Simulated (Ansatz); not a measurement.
# SiC (Moissanite 3C): the cost of one run

Computed with Ansatz 0.2.0 (DFT, PBE, plane-wave PAW, default files, scalar-relativistic, frozen cores, as far as a step names no other, unless a step's input says otherwise).

### Step 1. The system as given

It takes space group F-43m (No. 216, cubic). Conventional cell: a = 4.358 Å, b = 4.358 Å, c = 4.358 Å, α = 90.00°, β = 90.00°, γ = 90.00°. Si (site symmetry -43m) is surrounded by 4 C at 1.89 Å. Around C (site symmetry -43m) lie 4 Si at 1.89 Å.

Structure file:

```cif
data_structure
_symmetry_space_group_name_H-M 'F-43m'
_symmetry_Int_Tables_number 216
_cell_length_a 4.3580
_cell_length_b 4.3580
_cell_length_c 4.3580
_cell_angle_alpha 90.000
_cell_angle_beta 90.000
_cell_angle_gamma 90.000
_cell_volume 82.77
loop_
_atom_site_label
_atom_site_type_symbol
_atom_site_symmetry_multiplicity
_atom_site_Wyckoff_symbol
_atom_site_fract_x
_atom_site_fract_y
_atom_site_fract_z
_atom_site_occupancy
Si1 Si 4 a 0.00000 0.00000 0.00000 1
C1 C 4 d 0.25000 0.25000 0.75000 1
```

The earlier run gave: gap on the mesh 1.40 eV, largest force 0.000 eV/Å, pressure 3.3 GPa.

The printed gradients, by site:

| site | atoms | first shell | V_zz (10²¹ V/m²) | η | C_Q (MHz) |
| --- | --- | --- | --- | --- | --- |
| Si | 1 | 4 C at 1.89 Å | 0.00 | – | – |
| C | 2 | 4 Si at 1.89 Å | 0.00 | – | – |

V_zz is the principal component of the electric field gradient with the largest magnitude, η = (V_xx − V_yy)/V_zz and C_Q = eQV_zz/h. Nuclear quadrupole moments: year-2017 set (Pyykkö). A dash under C_Q marks elements without a common quadrupolar isotope.

### Step 2. Ions relaxed at fixed cell

Contents of input.yaml:

```yaml
crystal:
  lattice:
    - [0.0, 2.179, 2.179]
    - [2.179, 0.0, 2.179]
    - [2.179, 2.179, 0.0]
  atoms:
    - { symbol: Si, position: [0.0, 0.0, 0.0] }
    - { symbol: C, position: [0.25, 0.25, 0.25] }
kpoints:
  mp_grid: { grid: [17, 17, 17] }
scf:
  occupations: { method: fermi_dirac, width: 0.02 }
hamiltonian:
  xc: pbe
  pseudopotentials: { kind: paw, frozen_core: stored }
output:
  forces: true
  stress: true
  populations: true
  efg: {}
relax:
  f_tol: 0.02
  max_steps: 60
```

On the command line:

```
$ ansatz run input.yaml --threads 1 --pin off --max-ram 3072MiB --backend cpu --events-out ev --progress --plain --runs-dir out
```

**Question.** How long does this run take on 1 thread of Intel Xeon at 2.50GHz (Skylake/Cascade Lake), shared host, and how much memory does it need?

About 9.9 s, with a peak of 0.37 GiB.
